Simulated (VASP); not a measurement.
# 2H-MoTe2 monolayer and its bilayer, part 6 of 6

What are the lattice, gap and band positions of 2H-MoTe2 monolayer, and what does a second sheet change?

VASP 6.6.1, plane waves and PAW; the level of theory is named at each step.

So far, gap on the k-mesh (eV): step 2 (relaxing the monolayer) 1.14; step 8 (a rigid stacking) 0.355; step 13 (relaxing the bilayer) 1.02.

**14. Levels and bands of the bilayer**

Level of this step: optB86b-vdW, no spin polarisation; plane waves and PAW (Mo, Te) (VASP).

The same static run as for one sheet shows what the neighbour does to the levels.

The input, INCAR:

```
SYSTEM = Te2Mo
PREC = Normal
ENCUT = 350
EDIFF = 1E-06
NELM = 120
ISMEAR = 0
SIGMA = 0.03
LREAL = .FALSE.
ALGO = Fast
GGA = MK
AGGAC = 0
LUSE_VDW = .TRUE.
PARAM1 = 0.1234
PARAM2 = 1
LASPH = .TRUE.
NBANDS = 24
LORBIT = 11
LWAVE = .FALSE.
LCHARG = .FALSE.
KPAR = 4
IDIPOL = 3
LDIPOL = .TRUE.
DIPOL = 0.5 0.5 0.5
LVHAR = .TRUE.
LVACPOTAV = .TRUE.
NEDOS = 1500
```

The input, POSCAR:

```
Te2Mo
1.0
    3.5207101148      0.0000000000      0.0000000000
   -1.7603550574      3.0490243988      0.0000000000
    0.0000000000      0.0000000000     27.3521883280
Mo Te
2 4
Direct
    0.3333333300      0.6666666700      0.3714264921
    0.6666666700      0.3333333300      0.6285735079
    0.6666666700      0.3333333300      0.3051748098
    0.6666666700      0.3333333300      0.4378545581
    0.3333333300      0.6666666700      0.5621454419
    0.3333333300      0.6666666700      0.6948251902
```

The input, KPOINTS:

```
Automatic mesh
0
Gamma
12 12 1
0 0 0
```

The input, KPOINTS_OPT:

```
Line mode
14
Line-mode
Reciprocal
  0.00000000   0.00000000   0.00000000 GAMMA
  0.50000000   0.00000000   0.00000000 M

  0.50000000   0.00000000   0.00000000 M
  0.33333333   0.33333333   0.00000000 K

  0.33333333   0.33333333   0.00000000 K
  0.00000000   0.00000000   0.00000000 GAMMA
```

Potentials, in the order of the species: Mo and Te (PBE family, release 64).

On the command line:

```sh
$ mpirun -np 4 vasp_std
```

Output:

```text
[... set-up lines as in an earlier step ...]
 entering main loop
       N       E                     dE             d eps       ncg     rms          rms(c)
DAV:   1     0.197966721140E+03    0.19797E+03   -0.10401E+04   912   0.846E+02
DAV:   2    -0.772491496198E+01   -0.20569E+03   -0.20014E+03  1352   0.181E+02
DAV:   3    -0.248431312539E+02   -0.17118E+02   -0.16958E+02  1200   0.585E+01
DAV:   4    -0.254704116192E+02   -0.62728E+00   -0.62470E+00  1456   0.124E+01
DAV:   5    -0.254802945623E+02   -0.98829E-02   -0.98771E-02  1264   0.172E+00    0.217E+01
RMM:   6    -0.245582341046E+02    0.92206E+00   -0.52671E+00   948   0.960E+00    0.851E+00
RMM:   7    -0.243486887078E+02    0.20955E+00   -0.28709E+00   937   0.661E+00    0.615E+00
RMM:   8    -0.240883607482E+02    0.26033E+00   -0.97707E-01   929   0.513E+00    0.866E-01
RMM:   9    -0.241050402782E+02   -0.16680E-01   -0.21886E-01  1106   0.196E+00    0.473E-01
RMM:  10    -0.241017368160E+02    0.33035E-02   -0.26325E-02  1227   0.668E-01    0.371E-01
RMM:  11    -0.240993110138E+02    0.24258E-02   -0.94333E-03  1073   0.454E-01    0.264E-01
RMM:  12    -0.240994143675E+02   -0.10335E-03   -0.71900E-03  1148   0.304E-01    0.177E-01
RMM:  13    -0.240986531515E+02    0.76122E-03   -0.16008E-03  1042   0.218E-01    0.527E-02
RMM:  14    -0.240983882678E+02    0.26488E-03   -0.10234E-03  1194   0.120E-01    0.362E-02
RMM:  15    -0.240982255783E+02    0.16269E-03   -0.23657E-04  1128   0.746E-02    0.319E-02
RMM:  16    -0.240981454521E+02    0.80126E-04   -0.19031E-04  1144   0.590E-02    0.153E-02
RMM:  17    -0.240981641894E+02   -0.18737E-04   -0.69504E-05  1275   0.294E-02    0.232E-02
RMM:  18    -0.240981835779E+02   -0.19389E-04   -0.18418E-05  1036   0.189E-02    0.140E-02
RMM:  19    -0.240982028243E+02   -0.19246E-04   -0.37877E-05  1174   0.222E-02    0.286E-03
RMM:  20    -0.240982126466E+02   -0.98223E-05   -0.40873E-06   875   0.943E-03    0.316E-03
RMM:  21    -0.240982287050E+02   -0.16058E-04   -0.87863E-06   944   0.100E-02    0.322E-03
RMM:  22    -0.240982323976E+02   -0.36925E-05   -0.80387E-07   681   0.457E-03    0.152E-03
RMM:  23    -0.240982382055E+02   -0.58079E-05   -0.13051E-06   658   0.527E-03    0.185E-03
RMM:  24    -0.240982388454E+02   -0.63988E-06   -0.38797E-07   617   0.351E-03
 [... a notice as in an earlier step ...]

   1 F= -.24098239E+02 E0= -.24098239E+02  d E =-.332117E-11
 Start KPOINTS_OPT (optional k-point list driver)
k-point batch [1-19\42]
       N       E                     dE             ncg
DAV:   1     0.176793045516E+04   -0.95799E+04      912
DAV:   2    -0.192910139236E+04   -0.36970E+04     1400
DAV:   3    -0.225533303124E+04   -0.32623E+03     1184
DAV:   4    -0.226807375129E+04   -0.12741E+02     1472
DAV:   5    -0.226824319404E+04   -0.16944E+00     1264
DAV:   6    -0.226824989557E+04   -0.67015E-02     1496
DAV:   7    -0.226825003194E+04   -0.13637E-03     1248
DAV:   8    -0.226825003757E+04   -0.56270E-05     1152
DAV:   9    -0.226825003791E+04   -0.34021E-06      864
[...]
k-point batch [39-42\42]
       N       E                     dE             ncg
DAV:   1     0.131724016696E+05    0.22476E+03      192
DAV:   2     0.124385487980E+05   -0.73385E+03      264
DAV:   3     0.123519462449E+05   -0.86603E+02      248
DAV:   4     0.123477617385E+05   -0.41845E+01      320
DAV:   5     0.123476914757E+05   -0.70263E-01      272
DAV:   6     0.123476885510E+05   -0.29247E-02      320
DAV:   7     0.123476884812E+05   -0.69730E-04      288
DAV:   8     0.123476884784E+05   -0.28547E-05      280
DAV:   9     0.123476884783E+05   -0.83393E-07      168
```

Wall time 69 s (4 MPI ranks of Intel Xeon 6975P-C (Granite Rapids), shared host); peak memory 1.8 GiB.

From OUTCAR (step 14):

```text
   NELECT =      36.0000    total number of electrons

 E-fermi :   1.1189

 k-point     1 :       0.0000    0.0000    0.0000
  band No.  band energies     occupation
    ...
     14       0.1032      2.00000
     15       0.1200      2.00000
     16       0.1200      2.00000
     17       0.2851      2.00000
     18       0.9908      2.00000
     19       4.0476      0.00000
     20       4.0478      0.00000
     21       4.1306      0.00000
     22       4.1312      0.00000
     23       4.3106      0.00000
    ...

Total vdW correction in eV:      7.1645169

  Total        0.1205204      0.1205204     -0.0808037      0.0000000      0.0000000      0.0000000
  in kB        0.6576393      0.6576393     -0.4409186      0.0000000      0.0000000      0.0000000
  external PRESSURE =       0.2914533 kB  Pullay stress =       0.0000000 kB

 POSITION                                       TOTAL-FORCE (eV/Angst)
 -----------------------------------------------------------------------------------
     -0.00000      2.03268     10.15933        -0.000000      0.000000      0.000237
      1.76036      1.01634     17.19286         0.000000     -0.000000     -0.000237
      1.76036      1.01634      8.34720        -0.000000     -0.000000     -0.002313
      1.76036      1.01634     11.97628        -0.000000      0.000000      0.000210
     -0.00000      2.03268     15.37591         0.000000      0.000000     -0.000210
     -0.00000      2.03268     19.00499         0.000000      0.000000      0.002313
 -----------------------------------------------------------------------------------
    total drift:                                0.000000     -0.000000      0.000000

  FREE ENERGIE OF THE ION-ELECTRON SYSTEM (eV)
  ---------------------------------------------------
  free  energy   TOTEN  =       -24.0982388454 eV

  energy  without entropy=      -24.0982388454  energy(sigma->0) =      -24.09823885

Total vdW correction in eV:      7.1645131

 vacuum level on the upper side and lower side of the slab         5.995         5.995

[... 9 parts as in an earlier step ...]

[... 9 further parts left out ...]
```

Numbers from this step:

```yaml
electronic_cycles: 24
fermi_energy: 1.119 eV
least_gap_on_mesh_and_path: 0.9858 eV
least_direct_gap_on_mesh_and_path: 1.095 eV
vacuum_levels: 5.995, 5.995 eV
ionisation_potentials_of_the_upper_and_lower_face: 5.004, 5.004 eV
electron_affinities_of_the_upper_and_lower_face: 4.018, 4.018 eV
```

The electronic bands at the labelled points (eV, zero at the valence-band top; v1 is the highest filled band, c1 the lowest empty one):

| point | v4 | v3 | v2 | v1 | c1 | c2 | c3 | c4 |
| --- | --- | --- | --- | --- | --- | --- | --- | --- |
| Γ | -0.87 | -0.87 | -0.71 | 0.00 | 3.06 | 3.06 | 3.14 | 3.14 |
| 0.46 of the way | -1.08 | -0.95 | -0.83 | -0.67 | 1.44 | 1.68 | 2.07 | 2.17 |
| M | -0.82 | -0.81 | -0.36 | -0.21 | 1.38 | 1.41 | 1.63 | 1.79 |
| 0.46 of the way | -1.77 | -1.61 | -0.31 | -0.19 | 1.35 | 1.42 | 1.84 | 1.97 |
| K | -1.78 | -1.78 | -0.12 | 0.00 | 1.09 | 1.09 | 1.52 | 2.00 |
| 0.46 of the way | -1.00 | -0.92 | -0.59 | -0.52 | 1.00 | 1.38 | 1.71 | 1.82 |
| Γ | -0.87 | -0.87 | -0.71 | 0.00 | 3.06 | 3.06 | 3.14 | 3.14 |

Of the projections kept (Mo, Te), the largest for each band there; the rest of the weight can lie on other orbitals:

| point | v4 | v3 | v2 | v1 | c1 | c2 | c3 | c4 |
| --- | --- | --- | --- | --- | --- | --- | --- | --- |
| Γ | Mo 0.80 | Mo 0.80 | Mo 0.87 | Mo 0.69 | Te 0.73 | Te 0.73 | Te 0.74 | Te 0.74 |
| M | Mo 0.72 | Mo 0.78 | Te 0.76 | Te 0.73 | Mo 0.95 | Mo 0.93 | Mo 0.93 | Mo 0.93 |
| K | Te 0.51 | Te 0.51 | Mo 0.90 | Mo 0.88 | Mo 0.94 | Mo 0.94 | Mo 0.79 | Mo 0.77 |
| Γ | Mo 0.80 | Mo 0.80 | Mo 0.87 | Mo 0.69 | Te 0.73 | Te 0.73 | Te 0.74 | Te 0.74 |

The planar average of the electrostatic potential oscillates, so the rows of the table below give means over windows of 1 Å about each position, cut where the curve ends. Its maxima inside the range that stand out by 2 % of the span (Å: eV): 9.4: -3.70, 11.0: -3.63, 13.7: 3.75, 16.4: -3.63, 17.9: -3.70. Its minima: 8.4: -18.5, 10.2: -6.03, 11.9: -18.5, 15.4: -18.5, 17.1: -6.03, 19.0: -18.5.

Zero at the Fermi level. Table of planar average of the electrostatic potential by height; means over each step:

| height (Å) | planar average of the electrostatic potential (eV) |
| --- | --- |
| 0 | 4.88 |
| 1 | 4.88 |
| 2 | 4.88 |
| 3 | 4.88 |
| 4 | 4.88 |
| 5 | 4.87 |
| 6 | 4.73 |
| 7 | 2.68 |
| 8 | -12.9 |
| 9 | -9.41 |
| 10 | -5.36 |
| 11 | -5.82 |
| 12 | -16.0 |
| 13 | -0.688 |
| 14 | 2.59 |
| 15 | -12.4 |
| 16 | -9.78 |
| 17 | -5.32 |
| 18 | -5.67 |
| 19 | -16.0 |
| 20 | -1.06 |
| 21 | 4.49 |
| 22 | 4.85 |
| 23 | 4.87 |
| 24 | 4.88 |
| 25 | 4.88 |
| 26 | 4.88 |
| 27 | 4.88 |

Density of states in the PAW spheres, an atom over height of the layer and energy from the Fermi level.

Values in states/eV, 22 rows by 6 columns, each cell a mean:
```
0.00 0.00 0.00 0.00 0.00 0.00
0.00 0.08 0.03 0.03 0.08 0.00
0.27 1.34 0.34 0.34 1.34 0.27
0.35 1.49 0.29 0.29 1.49 0.35
0.46 1.35 0.45 0.45 1.35 0.46
0.64 1.64 0.61 0.61 1.64 0.64
0.45 1.11 0.47 0.47 1.11 0.45
0.37 1.04 0.37 0.37 1.04 0.37
0.43 0.89 0.43 0.43 0.89 0.43
0.51 0.76 0.39 0.39 0.76 0.51
0.53 0.82 0.56 0.56 0.82 0.53
0.26 0.34 0.23 0.23 0.34 0.26
0.31 0.43 0.28 0.28 0.43 0.31
0.51 0.71 0.54 0.54 0.71 0.51
0.21 0.32 0.29 0.29 0.32 0.21
0.12 0.16 0.15 0.15 0.16 0.12
0.01 0.01 0.01 0.01 0.01 0.01
0.00 0.00 0.00 0.00 0.00 0.00
0.00 0.00 0.00 0.00 0.00 0.00
0.00 0.00 0.00 0.00 0.00 0.00
0.00 0.00 0.00 0.00 0.00 0.00
0.00 0.00 0.00 0.00 0.00 0.00
```
Columns: height of the layer (Å) from 8.3 to 19 (not evenly spaced); rows upwards: energy from the Fermi level (eV) from -7.9 to 0.5.

The map of layer states is cut here 0.5 eV above the Fermi level, so it leaves out the states above that.

The vacuum level lies 5.00 eV above the highest filled level at the upper face; both faces agree, as the slab has next to no dipole.

The program found no field-free point at its default tolerance, but its printed level agrees with the flat part of the planar average.

**15. Derived quantities**

This step: monolayer and bilayer, optB86b-vdW; plane waves and PAW (VASP 6.6.1).

This step runs nothing: it gathers the runs above.

This step gave:

* polarisability per area of the slab or monolayer: 0.5048 Å
* gap with spin orbit: 1.005 eV
* binding energy: -25.81 meV/Å²
* interlayer gap: 3.400 Å
* bilayer gap: 0.9858 eV
* bilayer level below vacuum: 5.004 eV
* lattice a: 3.521 Å
* lattice b: 3.521 Å
* thickness: 3.626 Å
* monolayer gap: 1.138 eV
* ionisation potential at the upper face: 5.042 eV

VASP counts both for electrons: a positive EFIELD is a field along -c, and a positive dipole, in electrons times A, points along -c. Field, by row:

| EFIELD (eV/Å) | dipole along z of the monolayer (e Å) | energy change of the monolayer (eV) |
| --- | --- | --- |
| -0.1 | -0.03763 | -0.00189 |
| 0 | 0 | 0 |
| 0.1 | 0.03763 | -0.00189 |

Rigid sheets, 3.1 Å apart. Stackings, by row:

| stacking | energy above the lowest (meV/Å²) |
| --- | --- |
| turned by 180 degrees, shift 0.00 0.00 | 0 |
| same orientation, shift 0.33 0.67 | 1.522 |
| turned by 180 degrees, shift 0.67 0.33 | 6.743 |
| turned by 180 degrees, shift 0.33 0.67 | 55.96 |
| same orientation, shift 0.00 0.00 | 61.65 |

The polarisability is the slope of the dipole against the field, as a volume for each unit of area.

**16. What came out**

* lattice a: 3.52 Å
* monolayer gap: 1.14 eV
* gap with spin orbit: 1.00 eV
* binding energy: -25.8 meV/Å²
* interlayer gap: 3.40 Å
* bilayer gap: 0.986 eV
* polarisability per area of the slab or monolayer: 0.505 Å

What this shows: The monolayer relaxes to a = 3.521 Å and has a gap of 1.14 eV (1.00 eV with spin-orbit coupling). The ionisation potential is 5.04 eV at both faces. Of 5 rigid stackings the lowest has the upper sheet turned by 180 degrees and shifted by (0.00, 0.00) in cell vectors, and the highest lies 61.6 meV/Å² above it. Relaxed, the sheets lie 3.40 Å apart and bind by 25.8 meV/Å². The next stacking lies close, and only the lowest was relaxed, so the order could change. The second sheet narrows the gap, to 0.99 eV. All runs are without spin polarisation. The bilayer keeps the monolayer's lattice, and only high-symmetry stackings were tried. Semilocal gaps are too small. Levels against the vacuum, binding and the bilayer's gap are without spin-orbit coupling.

[Lines on the potential files, build, host, timing and source positions are cut from VASP's logs without a mark.]

[Logs are printed without paths, hosts, clocks, repeated set-up lines and the standing remarks that a program may print on its own settings, such as how far it seeks lower states.]

[Hosts, paths, dates, database ids (printed as entryN), source tags and the programs' standing remarks are cut or masked in the printed files.]

[Runs that stopped without an error message from VASP are left out.]
